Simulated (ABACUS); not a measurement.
MgSe in ABACUS: the effect of functional

Crystal: MgSe.

```
Se Mg
1.0
     0.00000    2.72550    2.72550
     2.72550    0.00000    2.72550
     2.72550    2.72550    0.00000
Se Mg
1 1
Cartesian
  2.7255 2.7255 2.7255
  0.0000 0.0000 0.0000
```

Alike in all runs:

* Program: ABACUS 3.10.1
* Task: equation of state
* Potentials or basis: SG15 ONCV 1.2 PBE
* Cutoff: 1184 eV
* Density cutoff: 4735 eV
* Basis: plane waves
* k mesh: 6 × 6 × 6
* Occupations: fermi-dirac, width 0.05 eV
* Spin: no spin polarisation

One run gave: V0 of scaled cells 20.58 Å³/atom; B0 67 GPa. Which functional did it use?
A. LDA
B. WC
C. SCAN
D. PBEsol
E. PW91

C.

| functional | V0 of scaled cells (Å³/atom) | B0 (GPa) |
| --- | --- | --- |
| LDA | 19.93 | 68 |
| PBEsol | 20.51 | 64 |
| PW91 | 20.95 | 61 |
| WC | 20.63 | 64 |
| SCAN | 20.58 | 67 |
| TPSS | 20.89 | 65 |

Caveats: the potentials were made for another functional, which shifts forces and pressure.

Runs at the PBE level aren't shown here.
